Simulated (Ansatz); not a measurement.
Crystal: CrO2.

```
CELL_PARAMETERS angstrom
4.42100 0.00000 0.00000
0.00000 4.42100 0.00000
0.00000 0.00000 2.91700
ATOMIC_POSITIONS crystal
Cr 0.50000 0.50000 0.50000
Cr 0.00000 0.00000 0.00000
O 0.80100 0.19900 0.50000
O 0.69900 0.69900 0.00000
O 0.19900 0.80100 0.50000
O 0.30100 0.30100 0.00000
```

Alike in all runs: program Ansatz 0.2.0; functional PBEsol; potentials or basis Ansatz PAW; cutoff 420 eV (not typed: the program's choice for these potentials); k mesh 6 × 6 × 9; occupations fermi-dirac, width 0.05 eV.

The same cell was started in several ways:

| start | free energy over the lowest (meV/atom) | net moment (μB) | site or absolute moments (μB) | gap |
| --- | --- | --- | --- | --- |
| collinear spin, random start of up to 1.62 μB | 0.0 | 4.00 | Cr +1.71; O -0.06 | none (metal or under the smearing width) |
| collinear spin, antiferromagnetic start of up to 3 μB | 53.1 | 0.00 | Cr +1.46, -1.46; O +0.02, -0.02 | none (metal or under the smearing width) |
| no spin polarisation | 180.3 | - | - | none (metal or under the smearing width) |
| collinear spin, ferromagnetic start of up to 4.5 μB | 0.0 | 4.00 | Cr +1.71; O -0.06 | none (metal or under the smearing width) |
| collinear spin, ferromagnetic start of up to 3 μB | 0.0 | 4.00 | Cr +1.71; O -0.06 | none (metal or under the smearing width) |
| collinear spin, ferrimagnetic start of up to 3 μB | 53.1 | 0.00 | Cr +1.46, -1.46; O +0.02, -0.02 | none (metal or under the smearing width) |

The spin-polarised runs without a constraint all converged, yet they end up to 53 meV/atom apart: a converged run can sit in a state that isn't the lowest. Allowing spin polarisation gains 180 meV/atom. A still lower state may exist.

Caveats: semilocal functionals often make such compounds metallic where correlation or magnetic order opens a gap, which also shifts bond lengths; the magnetic or orbital state may not be the lowest (some runs).
